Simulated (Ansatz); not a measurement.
# HfN: the cost of one run

Method: DFT PBE, scalar-relativistic, plane waves, PAW, in Ansatz 0.2.0.

1 further run of the same task is left out (set aside as unsound or not needed).

**1. The structure to begin with**

The structure is cubic, space group Fm-3m (No. 225). The conventional cell has a = 4.548 Å, b = 4.548 Å, c = 4.548 Å, α = 90.00°, β = 90.00°, γ = 90.00°. Hf (site symmetry m-3m) has 6 N at 2.27 Å as nearest neighbours. N (site symmetry m-3m) is surrounded by 6 Hf at 2.27 Å.

Structure file:

```cif
data_structure
_symmetry_space_group_name_H-M 'P 1'
_symmetry_Int_Tables_number 1
_cell_length_a 3.2157
_cell_length_b 3.2157
_cell_length_c 3.2157
_cell_angle_alpha 60.000
_cell_angle_beta 60.000
_cell_angle_gamma 60.000
_cell_volume 23.51
loop_
_atom_site_label
_atom_site_type_symbol
_atom_site_fract_x
_atom_site_fract_y
_atom_site_fract_z
_atom_site_occupancy
Hf1 Hf 0.00000 0.00000 0.00000 1
N1 N 0.50000 0.50000 0.50000 1
```

It is the result of an earlier relaxation at this level (volume 11.76 Å³/atom; gap on the mesh: none (metal)).

**2. What is varied**

The energy is mapped over two normal modes frozen in (zone-centre modes of the cell shown).

- amplitude of mode 4 (479 cm⁻¹), largest displacement: 11 values from −0.097 to 0.097 Å
- amplitude of mode 6 (479 cm⁻¹), largest displacement: 11 values from −0.097 to 0.097 Å

Nothing else is relaxed (the cell and all other modes fixed). Energies count from the relaxed high-symmetry cell. Points are written as (first, second).

The modes come from a phonon run on the reference cell, made beforehand.

Displacement patterns for an amplitude of 1 (Å):

```
atom      x1     y1     z1     x2     y2      z2
 Hf1  -0.078  0.000  0.000  0.000  0.000  -0.078
  N2   1.000  0.000  0.000  0.000  0.000   1.000
```

**3. Grid point (−0.097 Å, −0.097 Å)**

File input.yaml:

```yaml
crystal:
  lattice:
    - [0.0, 2.2738140414, 2.2738140414]
    - [2.2738140414, 0.0, 2.2738140414]
    - [2.2738140414, 2.2738140414, 0.0]
  atoms:
    - { symbol: Hf, position: [0.0, 0.0033477491, 0.0] }
    - { symbol: "N", position: [0.5, 0.4573403989, 0.5] }
basis:
  ecutwfc: 520.0
kpoints:
  mp_grid: { grid: [16, 16, 16] }
hamiltonian:
  xc: pbe
  pseudopotentials: { kind: paw, azcp: { folder: soft_1 } }
scf:
  occupations: { method: gaussian, width: 0.15 }
output:
  forces: true
  stress: true
  eigenvalues: true
```

Launch:

```sh
$ ansatz run input.yaml --threads 1 --pin off --max-ram 2048MiB --backend cpu --events-out ev --progress --plain --runs-dir out
```

**Question.** How long does this run take on 1 thread of Intel Xeon Platinum 8488C (Sapphire Rapids), shared host, and how much memory does it need?

About 23 s, with a peak of 0.72 GiB.
